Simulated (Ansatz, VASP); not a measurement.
**Sb: VASP beside Ansatz**

```
Sb
1.0
     2.19487   -2.21886    0.00000
     2.19487    2.21886    0.00000
     0.00000    0.00000    3.12992
Sb
1
Direct
  0.00000 0.00000 0.50000
```

Alike in both runs: task relaxation of cell and atoms; functional PBE; k mesh 18 × 18 × 18; occupations gaussian, width 0.1 eV; no spin polarisation.

|  | VASP | Ansatz |
| --- | --- | --- |
| version | VASP 6.6.1 | Ansatz 0.2.0 |
| potentials or method | VASP PAW PBE potentials, release 64 (Sb) | scalar-relativistic, plane waves, PAW |
| plane-wave cutoff (eV) | 600 | 420 |
| valence electrons in the cell | 5 | 15 |

Ansatz gave:

```
gap on the k mesh at the Fermi level, each at its own relaxed structure (eV) : none
relaxed volume (Å³/atom)                                                     : 30.07
relaxed cell length with the largest relative difference (Å)                 : 3.110
energy change over the relaxation (meV/atom)                                 : -1
```

Which values does VASP return?

gap on the k mesh at the Fermi level, each at its own relaxed structure (eV): none; relaxed volume (Å³/atom): 30.05; relaxed cell length with the largest relative difference (Å): 3.108; energy change over the relaxation (meV/atom): -1.

A gap of «none» marks a metal or a gap that the smearing closes. The two sets of potentials don't hold the same shells in valence.

The runs have no spin-orbit coupling, so splittings on Sb are missing.
